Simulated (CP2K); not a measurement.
The system is HgTe.

```xyz
2
Lattice="4.5807 0.0000 0.0000 -3.5190 2.9325 0.0000 -0.5309 -1.4663 4.3071" Properties=species:S:1:pos:R:3 pbc="T T T"
Hg    2.2904    0.0000    2.1536
Te    0.0000    0.0000    0.0000
```

Measurements of this composition are mostly on another form, of space group No. 216.

- Program: CP2K 2026.2
- Task: relaxation of cell and atoms
- Functional: PBEsol
- Potentials or basis: POTENTIAL_UZH Hg GTH-PBE-q12, Te GTH-PBE-q6; TZVP-MOLOPT-PBE-GTH basis
- Density cutoff: 6123 eV
- k mesh: 7 × 7 × 7
- Occupations: fermi-dirac, width 0.0259 eV
- Spin: no spin polarisation

At the start: pressure -2.2 GPa; volume 28.93 Å³/atom.

Q: Where does the relaxation end?

A: Over 7 steps the energy falls by 15.3 meV/atom and the volume is 27.61 Å³/atom (-4.6 %); space group C2 (No. 5, to 0.05 Å).

Step by step:
```csv
step,energy change (eV),largest force (eV/Å),volume (Å³)
1,0.0000,0.0000,57.86
2,-0.0028,0.0002,57.72
3,-0.0274,0.0033,54.54
4,-0.0304,0.0022,55.46
5,-0.0306,0.0024,55.24
6,-0.0306,0.0025,55.22
7,-0.0306,0.0025,55.22
```

Final structure:
```cif
data_structure
_symmetry_space_group_name_H-M 'P 1'
_symmetry_Int_Tables_number 1
_cell_length_a 4.5380
_cell_length_b 4.5388
_cell_length_c 4.5595
_cell_angle_alpha 96.338
_cell_angle_beta 96.686
_cell_angle_gamma 141.265
_cell_volume 55.22
loop_
_atom_site_label
_atom_site_type_symbol
_atom_site_fract_x
_atom_site_fract_y
_atom_site_fract_z
_atom_site_occupancy
Hg1 Hg 0.75000 0.25000 0.50000 1
Te1 Te 0.00000 0.00000 0.00000 1
```

Caveat: with these potentials and basis sets, volumes of gold and of layered tellurides can stand 1.5 % and more from those of plane-wave programs; the potentials were made for another functional, which shifts forces and pressure; the basis of atomic orbitals isn't converged, which shifts pressures, moduli and gaps.
